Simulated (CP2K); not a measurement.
Crystal: Ti2C.

```
Ti C
1.0
     5.13200    0.00000    0.00000
     4.20692    2.93926    0.00000
     4.20692    1.32405    2.62414
Ti C
2 1
Cartesian
  10.2204 3.2167 1.9799
  3.3255 1.0466 0.6442
  6.7729 2.1317 1.3121
```

The cell comes from a database or a generator and needn't be the stable form of this composition.

Program: CP2K 2026.2. Alike in all runs: task band structure; no spin polarisation; cell as given; k mesh 10 × 10 × 10.

Problem. Order these runs on this cell by their pressure, lowest first.
A. level r2SCAN; potentials or basis POTENTIAL_UZH Ti GTH-SCAN-q12, C GTH-SCAN-q4; TZVP-MOLOPT-SCAN-GTH basis; smearing fermi-dirac 0.05 eV; NGRIDS 4; points a segment of the path (NPOINTS) 8; bands added on the path 2; CUTOFF of the grids 675 Ry
B. level TASK; potentials or basis POTENTIAL_UZH Ti GTH-SCAN-q12, C GTH-SCAN-q4; TZVP-MOLOPT-SCAN-GTH basis; smearing fermi-dirac 0.01 eV; NGRIDS 5; points a segment of the path (NPOINTS) 6; bands added on the path 4; CUTOFF of the grids 675 Ry
C. level LDA; potentials or basis GTH_POTENTIALS Ti GTH-PADE-q12, C GTH-PADE-q4; TZVP-MOLOPT-PBE-GTH basis; smearing fermi-dirac 0.01 eV; NGRIDS 5; points a segment of the path (NPOINTS) 10; bands added on the path 2; CUTOFF of the grids 450 Ry

Solution. C (-9.0 GPa), A (0.6 GPa), B (6.9 GPa).

Caveats: the basis of atomic orbitals isn't converged, which shifts pressures, moduli and gaps; the potentials were made for another functional, which shifts forces and pressure (some runs).

Not every run made on this cell is shown here.
